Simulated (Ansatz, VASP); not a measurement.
# Al2Au: VASP beside Ansatz

```
Au Al
1.0
     0.00000    3.00000    3.00000
     3.00000    0.00000    3.00000
     3.00000    3.00000    0.00000
Au Al
1 2
Direct
  0.00000 0.00000 0.00000
  0.75000 0.75000 0.75000
  0.25000 0.25000 0.25000
```

Alike in both runs: functional LDA; k mesh 8 × 8 × 8; occupations fermi-dirac, width 0.05 eV; no spin polarisation.

|  | VASP | Ansatz |
| --- | --- | --- |
| version | VASP 6.6.1 | Ansatz 0.2.0 |
| potentials or method | VASP PAW LDA potentials, release 64 (Au, Al), cutoff 520 eV | all-electron LAPW, scalar-relativistic |
| task | single point | band structure |

|  | VASP | Ansatz | Ansatz less VASP |
| --- | --- | --- | --- |
| gap on the k mesh at the Fermi level (eV) | none | none | - |
| pressure (GPa) | -2.5 | -2.6 | -0.16 |

A gap of «none» marks a metal or a gap that the smearing closes. Ansatz ran all-electron here, so the differences hold the error of VASP's frozen core and of both bases.

Caveats: spin-orbit coupling is left out, which moves the levels of the heavy elements (Ansatz). The runs have no spin-orbit coupling, so splittings on Au are missing.
